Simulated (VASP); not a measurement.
CdO (Monteponite): relaxation of cell and atoms with BEEF-vdW

Crystal: CdO (Monteponite).

```
Cd O
1.0
     0.00000    2.34950    2.34950
     2.34950    0.00000    2.34950
     2.34950    2.34950    0.00000
Cd O
1 1
Direct
  0.00000 0.00000 0.00000
  0.50000 0.50000 0.50000
```

```yaml
Program: VASP 6.6.1
Task: relaxation of cell and atoms
Functional: BEEF-vdW
Potentials_or_basis: VASP PAW PBE potentials, release 64 (Cd, O)
Cutoff: 600 eV
k_mesh: 10 × 10 × 10
Occupations: fermi-dirac, width 0.05 eV
Spin: no spin polarisation
Further_INCAR_settings: ALGO = Fast; EDIFF = 1e-06; IBRION = 2; EDIFFG = -0.01; NSW = 60; ISIF = 3
```

```json
{
  "Relaxed volume": "13.91 Å³/atom",
  "Relaxed cell": "a = 3.401 Å, b = 3.401 Å, c = 3.401 Å, α = 60.00°, β = 60.00°, γ = 60.00°",
  "Space group after relaxing (to 0.05 Å)": "Fm-3m (No. 225)",
  "Energy gained by relaxing": "26.8 meV/atom",
  "Ionic steps": "3",
  "Pressure after relaxing": "0.0 GPa",
  "Band gap on the k mesh": "none (metal or under the smearing width)"
}
```

Step by step:
| step | energy change (eV) | largest force (eV/Å) | pressure (GPa) | volume (Å³) |
| --- | --- | --- | --- | --- |
| 1 | 0.0000 | 0.0000 | 9.80 | 25.94 |
| 2 | -0.0354 | 0.0000 | -4.53 | 29.03 |
| 3 | -0.0535 | 0.0000 | 0.01 | 27.81 |

Final structure:
```xyz
2
Lattice="0.0000 2.4048 2.4048 2.4048 0.0000 2.4048 2.4048 2.4048 0.0000" Properties=species:S:1:pos:R:3 pbc="T T T"
Cd    0.0000    0.0000    0.0000
O     2.4048    2.4048    2.4048
```

Levels at points of the mesh, in eV from the Fermi level:
| k point | band 6 | band 7 | band 8 | band 9 | band 10 | band 11 | band 12 | band 13 |
| --- | --- | --- | --- | --- | --- | --- | --- | --- |
| (0.00, 0.00, 0.00) | -6.73 | -1.18 | -1.18 | -1.18 | -0.57 | 15.17 | 16.63 | 16.63 |
| (0.50, 0.00, 0.00) | -6.55 | -3.79 | -0.18 | -0.18 | 4.50 | 6.72 | 11.62 | 11.62 |
| (0.50, 0.50, 0.00) | -6.20 | -3.85 | -2.05 | -2.05 | 3.53 | 8.28 | 11.12 | 12.74 |

It took 3 min on 1 thread of Intel(R) Xeon(R) Platinum 8375C CPU @ 2.90GHz (Ice Lake) (shared host), peak memory 0.33 GiB.

Caveat: the PAW data sets were made with another functional, which shifts forces and pressure a little; this crystal is a semiconductor, whose small gap the functional closes, so the metal is an error of the method. Zero-point motion and thermal expansion aren't in these numbers.
